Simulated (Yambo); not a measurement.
# PbSe (Clausthalite) (Fm-3m) in Yambo: further runs

One crystal, PbSe (Clausthalite), is run at these levels: PBE; tasks: G0W0 quasiparticle levels, optical spectrum, optical spectrum by the Bethe-Salpeter equation.

Program: Yambo 5.3.0. These are calculated values, not measurements. Logs are shortened: lines on timing, memory, paths and dates and some standing lists are left out, and cuts for length are marked.

**1. The structure**

The structure is cubic, space group Fm-3m (No. 225). The conventional cell has a = 6.121 Å, b = 6.121 Å, c = 6.121 Å, α = 90.00°, β = 90.00°, γ = 90.00°. Pb (site symmetry m-3m) is surrounded by 6 Se at 3.06 Å. Se (site symmetry m-3m) is surrounded by 6 Pb at 3.06 Å.

**2. G0W0 quasiparticle levels, PBE, non-collinear spin, zero start, spin-orbit coupling**

g0w00.in reads:

```
gw0
dyson
el_el_corr
rim_cut
HF_and_locXC
ppa
em1d
RandQpts= 1000000
RandGvec= 50 RL
EXXRLvcs= 86 Ry
VXCRLvcs= 86 Ry
Chimod= "HARTREE"
% BndsRnXp
 1 | 150 |
%
NGsBlkXp= 6 Ry
% LongDrXp
 1 | 1 | 1 |
%
PPAPntXp= 27.21138 eV
% GbndRnge
 1 | 150 |
%
GTermKind= "BG"
DysSolver= "n"
ExtendOut
% QPkrange
 1 | 1 | 27 | 34 |
 3 | 3 | 27 | 34 |
%
```

scf.in reads:

```
&CONTROL
  calculation = 'scf'
  prefix = 'pwscf'
  outdir = './tmp'
  pseudo_dir = './pseudo'
/
&SYSTEM
  ibrav = 0
  nat = 2
  ntyp = 2
  ecutwfc = 86
  nbnd = 44
  occupations = 'smearing'
  smearing = 'fd'
  degauss = 0.00367493
  noncolin = .true.
  lspinorb = .true.
  force_symmorphic = .true.
/
&ELECTRONS
  conv_thr = 4d-10
  electron_maxstep = 120
  mixing_beta = 0.5
/
ATOMIC_SPECIES
Pb   207.2000 Pb.upf
Se    78.9710 Se.upf
CELL_PARAMETERS angstrom
   0.0000000000    3.0606500000    3.0606500000
   3.0606500000    0.0000000000    3.0606500000
   3.0606500000    3.0606500000    0.0000000000
ATOMIC_POSITIONS crystal
Pb     0.0000000000    0.0000000000    0.0000000000
Se     0.5000000000    0.5000000000    0.5000000000
K_POINTS automatic
8 8 8 0 0 0
```

nscf.in reads:

```
&CONTROL
  calculation = 'nscf'
  prefix = 'pwscf'
  outdir = './tmp'
  pseudo_dir = './pseudo'
/
&SYSTEM
  ibrav = 0
  nat = 2
  ntyp = 2
  ecutwfc = 86
  nbnd = 150
  occupations = 'fixed'
  noncolin = .true.
  lspinorb = .true.
  force_symmorphic = .true.
/
&ELECTRONS
  conv_thr = 1d-08
  diago_full_acc = .true.
  diago_thr_init = 1d-06
/
ATOMIC_SPECIES
Pb   207.2000 Pb.upf
Se    78.9710 Se.upf
CELL_PARAMETERS angstrom
   0.0000000000    3.0606500000    3.0606500000
   3.0606500000    0.0000000000    3.0606500000
   3.0606500000    3.0606500000    0.0000000000
ATOMIC_POSITIONS crystal
Pb     0.0000000000    0.0000000000    0.0000000000
Se     0.5000000000    0.5000000000    0.5000000000
K_POINTS automatic
4 4 4 0 0 0
```

Potentials or basis: PseudoDojo 0.4 FR PBE standard.

Run with:

```sh
$ OMP_NUM_THREADS=1 pw.x -in scf.in > scf.out
$ OMP_NUM_THREADS=1 pw.x -in nscf.in > nscf.out
$ cd tmp/pwscf.save; p2y; mv SAVE ../..; cd ../..
$ OMP_NUM_THREADS=1 yambo
$ OMP_NUM_THREADS=1 yambo -F g0w00.in -J g0w00 -C g0w00_out
```

Yambo's report:

```text
[... sections 02.01 to 02.04 as in the set-up run ...]

  [02.05] Energies & Occupations
  ==============================

  [X] === General ===
  [X] Electronic Temperature                        :  0.000000  0.000000 [eV K]
  [X] Bosonic    Temperature                        :  0.000000  0.000000 [eV K]
  [X] Finite Temperature mode                       : no
  [X] El. density                                   :  0.52318E+24 [cm-3]
  [X] Fermi Level                                   :  9.298715 [eV]

  [X] === Gaps and Widths ===
  [X] Conduction Band Min                           :  0.199996 [eV]
  [X] Valence Band Max                              :  0.000000 [eV]
  [X] Filled Bands                                  :  30
  [X] Empty Bands                                   :   31  150
  [X] Direct Gap                                    :  0.199996 [eV]
  [X] Direct Gap localized at k                     :  3
  [X] Indirect Gap                                  :  0.199996 [eV]
  [X] Indirect Gap between kpts                     :  3  3
  [X] Last valence band width                       :  2.862104 [eV]
  [X] 1st conduction band width                     :  3.719024 [eV]

 [03] Transferred momenta grid and indexing
 ==========================================

 IBZ Q-points                                      :   8
 BZ  Q-points                                      :   64

 K/Q-points units:
 rlu = crystal or reduced units; cc = cartesian coordinates; iku = interal k-units

 Q [1]          [rlu]:  0.000000  0.000000  0.000000
 Q [2]          [rlu]: -0.51579E-17 -0.51579E-17  0.25000
 Q [3]          [rlu]:  0.10316E-16  0.10316E-16 -0.50000
 Q [4]          [rlu]:  0.93036E-17  0.25000      0.25000
 Q [5]          [rlu]:  0.22598E-16  0.25000      0.50000
 Q [6]          [rlu]:  0.10316E-16  0.25000     -0.25000
 Q [7]          [rlu]: -0.18607E-16 -0.50000     -0.50000
 Q [8]          [rlu]:  0.250000 -0.500000 -0.250000

 [04] Coloumb potential Random Integration (RIM)
 ===============================================

  [04.01] RIM initialization
  ==========================

  * Diagonal components only detected *

  8 x (sBL volume)        :  0.080128 [a.u.]
  sBZ random points       :  1000000
  Points outside the sBZ  :   7987327
  RL volume               :  0.641021 [a.u.]
  Integrated volume       :  0.642038 [a.u.]

  [04.02] RIM integrals
  =====================

  Gamma point sphere radius             :  0.078201 [a.u.]
  Points outside the sphere             :   799513
  [Int_sBZ(q=0) 1/q^2]*(Vol_sBZ)^(-1/3) =:  7.764325
                                 should be <:  7.795600
  [WR./g0w00//ndb.RIM]------------------------------------------------------------
   Brillouin Zone Q/K grids (IBZ/BZ)                :    8   64    8   64
   Coulomb cutoff potential                         : none
   Coulombian RL components                         :   51
   Coulombian diagonal components                   : yes
   RIM random points                                :  1000000
   RIM  RL volume             [a.u.]                :  0.642038
   Real RL volume             [a.u.]                :  0.641021
   Eps^-1 reference component                       : 0
   Eps^-1 components                                :  0.000000  0.000000  0.000000
   RIM anysotropy factor                            :  0.000000

  Summary of Coulomb integrals for non-metallic bands |Q|[au] RIM/Bare

  Q [1] 0.100000E-4 0.995988 * Q [2] 0.235200 1.066323
  Q [4] 0.271586 1.065367 * Q [6] 0.384081 1.027419
  Q [5] 0.450374 1.020609 * Q [3] 0.470401 1.018019
  Q [7] 0.543172 1.014680 * Q [8] 0.607285 1.011727

 [05] Dipoles
 ============

  [05.01] Setup: observables and procedures
[... 82 lines left out ...]
  Fragmentation                                    : no
  Electronic Temperature                           :  0.000000 [K]
  Bosonic    Temperature                           :  0.000000 [K]
  Green`s function   wavefunctions                 : Perdew, Burke & Ernzerhof(X)+Perdew, Burke & Ernzerhof(C)
  Total number of QP states                        :  16
  Exchange RL vectors                              :   5209
  Exchange summation bands                         :  30
  RIM RL components                                :   51
  RIM random points                                :  1000000

 [xc] E_xc :  -19.17869 [Ha]
      E_xc :  -38.35738 [Ry]

  Local XC kind (lXC) : Perdew, Burke & Ernzerhof(X)+Perdew, Burke & Ernzerhof(C)
  Non-Local XC kind (nlXC) : Hartree-Fock

  Corrections @ K [1] :  [eV]
 <27|nlXC|27> = -16.26938  0.10695E-16 <27|lXC|27> = -12.71602 -0.26554E-10
 <28|nlXC|28> = -16.26939 -0.30210E-17 <28|lXC|28> = -12.71602 -0.25755E-09
 <29|nlXC|29> = -16.26939 -0.81854E-17 <29|lXC|29> = -12.71602 -0.36935E-09
 <30|nlXC|30> = -16.26938  0.18392E-17 <30|lXC|30> = -12.71602 -0.41898E-09
 <31|nlXC|31> = -9.068849  0.60894E-18 <31|lXC|31> = -12.01892  0.14683E-10
 <32|nlXC|32> = -9.068849 -0.28327E-17 <32|lXC|32> = -12.01892 -0.23016E-09
 <33|nlXC|33> = -7.340785 -0.22405E-17 <33|lXC|33> = -10.97798 -0.32778E-09
 <34|nlXC|34> = -7.340784 -0.15686E-17 <34|lXC|34> = -10.97798  0.11501E-10

  Corrections @ K [3] :  [eV]
 <27|nlXC|27> = -16.19790  0.34678E-17 <27|lXC|27> = -13.04918 -0.162512E-8
 <28|nlXC|28> = -16.19791  0.31581E-17 <28|lXC|28> = -13.04919  0.78476E-09
 <29|nlXC|29> = -10.83801 -0.22204E-17 <29|lXC|29> = -10.65111  0.111483E-8
 <30|nlXC|30> = -10.83801  0.15630E-17 <30|lXC|30> = -10.65111 -0.104650E-8
 <31|nlXC|31> = -13.26581 -0.10962E-16 <31|lXC|31> = -13.71336 -0.43029E-09
 <32|nlXC|32> = -13.26581  0.96186E-17 <32|lXC|32> = -13.71336  0.59774E-09
 <33|nlXC|33> = -7.489437  0.16217E-17 <33|lXC|33> = -10.11508 -0.412772E-8
 <34|nlXC|34> = -7.489437 -0.67636E-19 <34|lXC|34> = -10.11508  0.425465E-8

 [08] Dyson equation: Newton solver
 ==================================

 [WARNING] Response block size in GW reduced to 137     RL (3540    mHa)

  [08.01] G0W0 (W PPA)
  ====================

  [  GW  ] Bands range     :    1  150
  [GW/PPA] G damping       :  0.100000 [eV]

  QP @ state[ 1 ] K range:  1  1
  QP @ state[ 1 ] b range:   27   34
  QP @ state[ 2 ] K range:  3  3
  QP @ state[ 2 ] b range:   27   34
[... 19 lines left out ...]
   :: Time ordering fails/rest    :  0.498153
   :: Mean rel dev of PP cond     :  0.351020
   Current Q-pt index             :   6
   :: PP condition fails/total    :  0.359422
   :: Time ordering fails/rest    :  0.502537
   :: Mean rel dev of PP cond     :  0.359324
   Current Q-pt index             :   7
   :: PP condition fails/total    :  0.323725
   :: Time ordering fails/rest    :  0.503900
   :: Mean rel dev of PP cond     :  0.323607
   Current Q-pt index             :   8
   :: PP condition fails/total    :  0.350578
   :: Time ordering fails/rest    :  0.489868
   :: Mean rel dev of PP cond     :  0.350490

  [08.02] QP properties and I/O
  =============================

  Legend (energies in eV)
  - B  : Band       - Eo  : bare energy
  - E  : QP energy  - Z   : Renormalization factor
  - So : Sc(Eo)     - S   : Sc(E)
  - dSp: Sc derivative precision

  - lXC: Local XC (Perdew, Burke & Ernzerhof(X)+Perdew, Burke & Ernzerhof(C))
  -nlXC: non-Local XC (Hartree-Fock)

  QP [eV] @ K [1] (iku):  0.000000  0.000000  0.000000
   B=27 Eo= -1.54 E= -2.53 E-Eo= -0.99 Re(Z)=0.77 Im(Z)=-0.158358E-2 nlXC= -16.2694 lXC= -12.7160 So=  2.27195
   B=28 Eo= -1.54 E= -2.53 E-Eo= -0.99 Re(Z)=0.77 Im(Z)=-0.155707E-2 nlXC= -16.2694 lXC= -12.7160 So=  2.26887
   B=29 Eo= -1.54 E= -2.53 E-Eo= -0.99 Re(Z)=0.77 Im(Z)=-0.156829E-2 nlXC= -16.2694 lXC= -12.7160 So=  2.27314
   B=30 Eo= -1.54 E= -2.53 E-Eo= -0.99 Re(Z)=0.77 Im(Z)=-0.155668E-2 nlXC= -16.2694 lXC= -12.7160 So=  2.26934
   B=31 Eo=  3.25 E=  2.74 E-Eo= -0.50 Re(Z)=0.78 Im(Z)=-0.165579E-2 nlXC= -9.06885 lXC= -12.0189 So= -3.59560
   B=32 Eo=  3.25 E=  2.74 E-Eo= -0.50 Re(Z)=0.78 Im(Z)=-0.165579E-2 nlXC= -9.06885 lXC= -12.0189 So= -3.59559
   B=33 Eo=  5.61 E=  5.04 E-Eo= -0.57 Re(Z)=0.78 Im(Z)=-0.722856E-3 nlXC= -7.34079 lXC= -10.9780 So= -4.37129
   B=34 Eo=  5.61 E=  5.04 E-Eo= -0.57 Re(Z)=0.78 Im(Z)=-0.779385E-3 nlXC= -7.34078 lXC= -10.9780 So= -4.37220

  QP [eV] @ K [3] (iku): -0.250000 -0.250000  0.250000
   B=27 Eo= -1.22 E= -2.09 E-Eo= -0.86 Re(Z)=0.78 Im(Z)=-0.156351E-2 nlXC= -16.1979 lXC= -13.0492 So=  2.03687
   B=28 Eo= -1.22 E= -2.09 E-Eo= -0.86 Re(Z)=0.78 Im(Z)=-0.156351E-2 nlXC= -16.1979 lXC= -13.0492 So=  2.03687
   B=29 Eo= -0.00 E= -0.39 E-Eo= -0.39 Re(Z)=0.80 Im(Z)=-0.139856E-2 nlXC= -10.8380 lXC= -10.6511 So=-0.305198
   B=30 Eo=  0.00 E= -0.39 E-Eo= -0.39 Re(Z)=0.80 Im(Z)=-0.139856E-2 nlXC= -10.8380 lXC= -10.6511 So=-0.305200
   B=31 Eo=  0.20 E= -0.53 E-Eo= -0.73 Re(Z)=0.79 Im(Z)=-0.145540E-2 nlXC= -13.2658 lXC= -13.7134 So= -1.37085
   B=32 Eo=  0.20 E= -0.53 E-Eo= -0.73 Re(Z)=0.79 Im(Z)=-0.145540E-2 nlXC= -13.2658 lXC= -13.7134 So= -1.37085
   B=33 Eo=  1.57 E=  1.14 E-Eo= -0.43 Re(Z)=0.80 Im(Z)=-0.134796E-2 nlXC= -7.48944 lXC= -10.1151 So= -3.15564
   B=34 Eo=  1.57 E=  1.14 E-Eo= -0.43 Re(Z)=0.80 Im(Z)=-0.134796E-2 nlXC= -7.48944 lXC= -10.1151 So= -3.15564

  [WR./g0w00//ndb.QP]-------------------------------------------------------------
   Lattice constants                                :  5.783790  5.783790  5.783790
   Coulomb cutoff potential                         : none
   Electronic Temperature                           :  0.000000 [K]
   Bosonic    Temperature                           :  0.000000 [K]
   Green`s function   energies                      : Perdew, Burke & Ernzerhof(X)+Perdew, Burke & Ernzerhof(C)
   wavefunctions                                    : Perdew, Burke & Ernzerhof(X)+Perdew, Burke & Ernzerhof(C)
   PPA    diel. fun.  energies                      : Perdew, Burke & Ernzerhof(X)+Perdew, Burke & Ernzerhof(C)
   wavefunctions                                    : Perdew, Burke & Ernzerhof(X)+Perdew, Burke & Ernzerhof(C)
   QP tot states                                    :  16
   GW solver                                        : Newton
   GW approximation                                 : PPA
   PPA imaginary Energy                             :  27.21138 ev
   RIM G`s                                          :   51
   RIM random pts                                   :  1000000
   dS/dw steps                                      :  2
   dS/dw step                                       :  0.100000 ev
   X G`s                                            :  137 used
   X G`s                                            :  137 disk
   X bands                                          :    1  150
   X poles                                          :  100.0000 o/o
   X e/h E range                                    : -1.000000 -1.000000 ev
   X Hxc Kernel                                     : HARTREE
   X BZ energy Double Grid                          : no
   X Optical Averaged directions                    : none
   Sc/G bands                                       :    1  150
   Sc/G damping                                     :  0.100000 ev
   Sc bands terminator                              : yes
   Sc terminator kind                               : BG
   Sc Terminator pole                               :  40.81708
   Sx RL components                                 :   5209

   QP @ state[ 1 ] K range                          :  1  1
   QP @ state[ 1 ] b range                          :   27   34
   QP @ state[ 2 ] K range                          :  3  3
   QP @ state[ 2 ] b range                          :   27   34
   GF energies kind                                 : Perdew, Burke & Ernzerhof(X)+Perdew, Burke & Ernzerhof(C)
   GF WF`s kind                                     : Perdew, Burke & Ernzerhof(X)+Perdew, Burke & Ernzerhof(C)
   Xs energies kind                                 : Perdew, Burke & Ernzerhof(X)+Perdew, Burke & Ernzerhof(C)
   Xs WF`s kind                                     : Perdew, Burke & Ernzerhof(X)+Perdew, Burke & Ernzerhof(C)
```

Wall time 16 min (1 thread of Arm Neoverse V2, shared host); peak memory 0.87 GiB.

What came out:

| Quantity | Value |
| --- | --- |
| Band gap on the k mesh, mean-field level | 0.20 eV, direct |
| Quasiparticle gap | -0.13 eV |
| Least direct quasiparticle gap | -0.13 eV |
| Quasiparticle gap at Γ | 5.27 eV |
| Band gap of the same states before the correction | 0.20 eV |

Quasiparticle terms (eV):
```
               k point  band  Kohn-Sham level     Vxc      Σx     Σc     Z  result
 (0.000, 0.000, 0.000)    27            -1.54  -12.72  -16.27   2.27  0.77   -2.53
 (0.000, 0.000, 0.000)    28            -1.54  -12.72  -16.27   2.27  0.77   -2.53
 (0.000, 0.000, 0.000)    29            -1.54  -12.72  -16.27   2.27  0.77   -2.53
 (0.000, 0.000, 0.000)    30            -1.54  -12.72  -16.27   2.27  0.77   -2.53
 (0.000, 0.000, 0.000)    31             3.25  -12.02   -9.07  -3.60  0.78    2.74
 (0.000, 0.000, 0.000)    32             3.25  -12.02   -9.07  -3.60  0.78    2.74
 (0.000, 0.000, 0.000)    33             5.61  -10.98   -7.34  -4.37  0.78    5.04
 (0.000, 0.000, 0.000)    34             5.61  -10.98   -7.34  -4.37  0.78    5.04
(0.000, 0.000, -0.500)    27            -1.22  -13.05  -16.20   2.04  0.78   -2.09
(0.000, 0.000, -0.500)    28            -1.22  -13.05  -16.20   2.04  0.78   -2.09
(0.000, 0.000, -0.500)    29             0.00  -10.65  -10.84  -0.31  0.80   -0.39
(0.000, 0.000, -0.500)    30             0.00  -10.65  -10.84  -0.31  0.80   -0.39
(0.000, 0.000, -0.500)    31             0.20  -13.71  -13.27  -1.37  0.79   -0.53
(0.000, 0.000, -0.500)    32             0.20  -13.71  -13.27  -1.37  0.79   -0.53
(0.000, 0.000, -0.500)    33             1.57  -10.12   -7.49  -3.16  0.80    1.14
(0.000, 0.000, -0.500)    34             1.57  -10.12   -7.49  -3.16  0.80    1.14
```

Caveat: the k mesh is coarse (spacing up to 0.44 Å⁻¹), so the values aren't converged; the potentials hold a filled d shell without the s and p states of that shell, which can shift GW gaps by tenths of an eV, either way; the optical matrix elements of this version leave out the spin-flip part of the nonlocal potential, a small error; this version prints the column dSc/dw multiplied by 27.2; the terminator is approximate in this version, by hundredths of an eV. A k mesh can miss the band edges.

(Part 1 of 3 ends here.)
